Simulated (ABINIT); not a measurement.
Ta2C:

```
Ta C
1.0
     3.10590    0.00000    0.00000
    -1.55295    2.68979    0.00000
     0.00000    0.00000    4.94640
Ta C
2 1
Direct
  0.66667 0.33333 0.74799
  0.33333 0.66667 0.25201
  0.00000 0.00000 0.00000
```

```yaml
Program: ABINIT 10.8.3 (patched build)
Task: relaxation of cell and atoms
Functional: LDA
Potentials_or_basis: JTH PAW LDA v2.0
Cutoff: 517 eV
k_mesh: 10 × 10 × 6
Occupations: fermi-dirac, width 0.05 eV
Spin: no spin polarisation
```

At the start: pressure -8.6 GPa; volume 13.77 Å³/atom.

Task: Where does the relaxation end?

Result: Over 6 steps the energy falls by 11.5 meV/atom and the volume is 13.35 Å³/atom (-3.1 %); space group P-3m1 (No. 164, to 0.05 Å).

Step by step:
```tsv
step	energy change (eV)	largest force (eV/Å)	pressure (GPa)	volume (Å³)
1	0.0000	0.1572	-8.60	41.32
2	-0.0330	0.1383	-0.98	40.25
3	-0.0338	0.1242	-0.02	40.10
4	-0.0342	0.0659	0.25	40.05
5	-0.0344	0.0088	0.13	40.04
6	-0.0344	0.0006	0.02	40.06
```

Final structure:
```
CELL_PARAMETERS angstrom
3.07658 0.00000 0.00000
-1.53829 2.66440 0.00000
0.00000 0.00000 4.88655
ATOMIC_POSITIONS crystal
Ta 0.66667 0.33333 0.74712
Ta 0.33333 0.66667 0.25288
C 0.00000 0.00000 0.00000
```
